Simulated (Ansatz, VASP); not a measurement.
Two plane-wave programs on F

```
F
1.0
     3.00256   -1.81078   -0.23158
     3.00256    1.81078   -0.23158
    -2.23222    0.00000    7.24112
F
4
Direct
  0.08485 0.08485 0.09400
  0.91515 0.91515 0.90600
  0.50157 0.50157 0.59372
  0.49843 0.49843 0.40628
```

Change from the starting cell: volume 19.217 Å^3 an atom, stretch along a over the lengths across it, relative to the relaxed cell 0.9530.

Alike in both runs: task single point; functional PBEsol; k mesh 4 × 4 × 2; occupations gaussian, width 0.05 eV; no spin polarisation.

|  | VASP | Ansatz |
| --- | --- | --- |
| version | VASP 6.6.1 | Ansatz 0.2.0 |
| potentials or method | VASP PAW PBE potentials, release 64 (F) | scalar-relativistic, plane waves, PAW |
| plane-wave cutoff (eV) | 520 | 520 |
| valence electrons in the cell | 28 | 28 |

```tsv
	VASP	Ansatz	Ansatz less VASP
gap on the k mesh at the Fermi level (eV)	2.84	2.91	+0.076
least direct gap on the mesh (eV)	2.91	2.99	+0.076
pressure (GPa)	-0.7	-1.0	-0.31
largest component of the traceless stress (GPa)	0.29	1.61	+1.320
rms of the force components (eV/Å)	0.047	0.281	+0.2334
```

Atom by atom the forces differ by 0.234 eV/Å (rms over components). One of these differences is far larger than is usual between the two programs; its cause wasn't traced. With one functional, cell and mesh, what is left measures potentials, basis and numerics.

Caveats: the k mesh is coarse (spacing up to 0.52 Å⁻¹), so the values aren't converged; the PAW data sets were made with another functional, which shifts forces and pressure a little (VASP). A k mesh can miss the band edges.
